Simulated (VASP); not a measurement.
# MgH2 in VASP: one cell, several levels of theory

The task here is to estimate one member of a computed series from the others.

The runs shown are made with VASP 6.6.1. PAW datasets, plane waves. All values are calculated for a non-magnetic cell, which may be hypothetical.

## Starting point

The cell comes from an earlier relaxation with r2SCAN in another program.

Space group Fm-3m (No. 225), cubic; conventional cell a = 4.730 Å, 8.82 Å³ an atom. Mg has 8 H at 2.05 Å; H has 4 Mg at 2.05 Å.

Coordinates:

```xyz
3
Lattice="0.0000 2.3650 2.3650 2.3650 0.0000 2.3650 2.3650 2.3650 0.0000" Properties=species:S:1:pos:R:3 pbc="T T T"
Mg    0.0000    0.0000    0.0000
H     1.1825    1.1825    1.1825
H     3.5474    3.5474    3.5474
```

Set-up of the first run:

The input, INCAR:

```
ENCUT = 520.000000
SIGMA = 0.020000
EDIFF = 1.00e-07
GGA = PE
PREC = Accurate
IBRION = -1
ISIF = 2
ISMEAR = -1
NBANDS = 9
NELM = 120
NSW = 0
LASPH = .TRUE.
LCHARG = .FALSE.
LWAVE = .FALSE.
LREAL = .FALSE.
```

The input, KPOINTS:

```
KPOINTS created by Atomic Simulation Environment
0
Gamma
10 10 10
0 0 0
```

The input, KPOINTS_OPT:

```
special points
6
Reciprocal
0.0000000000 0.0000000000 0.0000000000 1
0.5000000000 0.0000000000 0.5000000000 1
0.5000000000 0.2500000000 0.7500000000 1
0.3750000000 0.3750000000 0.7500000000 1
0.5000000000 0.5000000000 0.5000000000 1
0.6250000000 0.2500000000 0.6250000000 1
```

The input, POSCAR:

```
Mg H
 1.0000000000000000
    -0.0000000000000000    2.3649613291016132    2.3649613291016132
     2.3649613291016132   -0.0000000000000000    2.3649613291016132
     2.3649613291016132    2.3649613291016132   -0.0000000000000000
 Mg  H
   1   2
Cartesian
 -0.0000000000000000  0.0000000000000000  0.0000000000000000
  1.1824806645508066  1.1824806645508066  1.1824806645508066
  3.5474419936524195  3.5474419936524200  3.5474419936524200
```

The run uses the recommended PBE PAW datasets (4 valence electrons a neutral cell).

Launch:

```bash
$ mpirun -np 1 vasp_std
```

Steps of the session up to this table: PBE; Single point with r2SCAN; LDA; Single point with PBEsol.

One of the session's tables, all rows but one given; the rest of the session is left out.

| level | gap (eV) | pressure (GPa) | Ansatz: gap (eV) |
| --- | --- | --- | --- |
| PBE | -1.33 | 0.74 | -1.31 |
| r2SCAN | ? | ? | ? |
| LDA | -1.78 | -2.95 | -1.77 |
| PBEsol | -1.63 | -0.43 | -1.62 |

Q: Estimate the row for r2SCAN from the others.

**Answer.** gap (eV): -0.93; pressure (GPa): -0.81; Ansatz: gap (eV): -0.90. In the column «gap (eV)» it is the highest.

A negative gap is an overlap of bands.

No gap over 0.02 eV opens at any of these levels. The two codes have different PAW datasets and cutoffs. VASP's cell holds 4 valence electrons and Ansatz's 12. LDA means the Perdew–Zunger form in VASP and the Perdew–Wang form in Ansatz.
